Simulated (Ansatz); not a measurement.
FeCo (Wairauite) under changes of volume

One of the cells (11.660 Å³/atom); the others are scaled copies at fixed shape and fractional positions:

```
CELL_PARAMETERS angstrom
2.85700 0.00000 0.00000
0.00000 2.85700 0.00000
0.00000 0.00000 2.85700
ATOMIC_POSITIONS crystal
Co 0.00000 0.00000 0.00000
Fe 0.50000 0.50000 0.50000
```

```yaml
Program: Ansatz 0.2.0
Functional: PBE
Potentials_or_basis: Ansatz PAW
Cutoff: "420 eV (not typed: the program's choice for these potentials)"
k_mesh: 9 × 9 × 9
Occupations: fermi-dirac, width 0.05 eV
Spin: collinear spin, ferromagnetic start
Starting_moments: "[2.0, 3.0] μB"
```

```csv
volume (Å³/atom),energy over the lowest point (meV/atom),pressure (GPa),moment (μB per cell)
10.960,14.86,9.5,4.36
11.194,4.44,5.0,4.41
11.427,0.00,1.0,4.47
11.660,?,?,?
11.893,6.62,-5.7,4.58
12.126,16.86,-8.6,4.61
12.360,31.27,-11.3,4.64
```

What does the run at 11.660 Å³/atom give?

Energy over the lowest point 0.89 meV/atom; pressure -2.5 GPa; moment 4.53 μB per cell.

Worked out: A Birch-Murnaghan fit of order 3 (a polynomial in V^(-2/3)) to the other rows has its minimum at 11.50 Å³/atom with B0 = V·E''(V) = 176 GPa and B' = 3.4. It gives 0.86 meV/atom at 11.660 Å³/atom, against the run's 0.89, and -dE/dV = -2.3 GPa, against -2.5. A parabola through the other rows of the moment, of slope 0.207 μB per Å³/atom there, gives 4.53 μB, against the run's 4.53.

Energies are extrapolated to zero smearing.
